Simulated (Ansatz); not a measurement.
# CaO (P6_3/mmc), two-dimensional strain map

These are results of Ansatz 0.2.0, DFT LDA, scalar-relativistic, plane waves, PAW, not measurements. The runs took a 420 eV cutoff, a Γ-centred 9×9×6 mesh and Gaussian smearing (0.05 eV). No spin polarisation. Energies are free energies at this smearing, counted from the undisturbed cell; pressure is positive in compression.

The starting cell (as given, not relaxed at this level; it stands at -5.7 GPa; this form isn't the usual structure):

```xyz
4
Lattice="3.9920 0.0000 0.0000 -1.9960 3.4572 0.0000 0.0000 0.0000 4.7848" Properties=species:S:1:pos:R:3 pbc="T T T"
Ca    0.0000    2.3048    3.5886
Ca    1.9960    1.1524    1.1962
O     0.0000    2.3048    1.1962
O     1.9960    1.1524    3.5886
```

The cell is strained by p along both x and y and by q along z, fractional coordinates fixed. Points are written (p, q).

Energy above the undisturbed cell in meV/atom (a dash: not computed):

```csv
p \ q,-0.050,-0.025,0.000,0.025,0.050
-0.050,?,5.4,2.4,11.0,27.9
-0.025,?,–,-15.0,–,22.5
0.000,-5.0,?,0.0,20.9,49.3
0.025,21.0,–,–,–,–
0.050,?,–,96.0,–,168.9
```

Problem. Fill in the withheld energies.

Solution. (-0.050, -0.050): 24.3; (-0.025, -0.050): -6.5; (0.000, -0.025): -10.1; (0.050, -0.050): 64.9.